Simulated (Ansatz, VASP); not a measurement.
**Ti in VASP and in Ansatz**

The input INCAR:

```
SYSTEM = Ti
PREC     = Accurate       ! precision mode
ENCUT    = 520            ! plane-wave cutoff, eV
EDIFF    = 1E-6           ! SCF threshold, eV
ISMEAR   = -1             ! smearing method
SIGMA    = 0.05           ! smearing width, eV
LREAL    = .FALSE.        ! projectors in reciprocal space
LASPH    = .TRUE.         ! aspherical terms in the spheres
NELM     = 60             ! most SCF steps
ALGO     = Normal         ! electronic algorithm
ISIF     = 2              ! what is computed and relaxed
LWAVE    = .FALSE.        ! write WAVECAR
LCHARG   = .FALSE.        ! write CHGCAR
GGA      = PS             ! functional
NBANDS   = 19             ! bands
```

File KPOINTS:

```
regular mesh
0
G
  10 10 6
  0 0 0
```

Contents of POSCAR:

```
Ti
1.0
    2.9695369932      0.0000000000      0.0000000000
   -1.4847684966      2.5716944736      0.0000000000
    0.0000000000      0.0000000000      4.7109942807
Ti
2
Direct
    0.6666666667      0.3333333333      0.7500000000
    0.3333333333      0.6666666667      0.2500000000
```

File input.yaml:

```yaml
crystal:
  lattice:
    - [2.9695369932, 0.0, 0.0]
    - [-1.4847684966, 2.5716944736, 0.0]
    - [0.0, 0.0, 4.7109942807]
  atoms:
    - { symbol: Ti, position: [0.6666666667, 0.3333333333, 0.75] }
    - { symbol: Ti, position: [0.3333333333, 0.6666666667, 0.25] }
kpoints:
  mp_grid: { grid: [10, 10, 6] }
scf:
  occupations: { method: fermi_dirac, width: 0.05 }
hamiltonian:
  xc: pbesol
  pseudopotentials: { kind: all_electron, lapw: { basis_error: 0.0005 } }
output:
  forces: true
  stress: true
  eigenvalues: true
```

Change from the starting cell: volume scaled by 1.02.

Alike in both runs: task single point; functional PBEsol; k mesh 10 × 10 × 6; occupations fermi-dirac, width 0.05 eV; no spin polarisation.

|  | VASP | Ansatz |
| --- | --- | --- |
| version | VASP 6.6.1 | Ansatz 0.2.0 |
| potentials or method | VASP PAW PBE potentials, release 64 (Ti_sv) | all-electron LAPW, scalar-relativistic |
| plane-wave cutoff (eV) | 520 | see its input |

```tsv
	VASP	Ansatz	Ansatz less VASP
gap on the k mesh at the Fermi level (eV)	none	none	-
pressure (GPa)	-7.7	-7.6	+0.15
largest component of the traceless stress (GPa)	0.34	0.34	-0.004
```

A gap of «none» marks a metal or a gap that the smearing closes. Ansatz ran all-electron here, so the differences hold the error of VASP's frozen core and of both bases.

Caveats: the PAW data sets were made with another functional, which shifts forces and pressure a little (VASP).
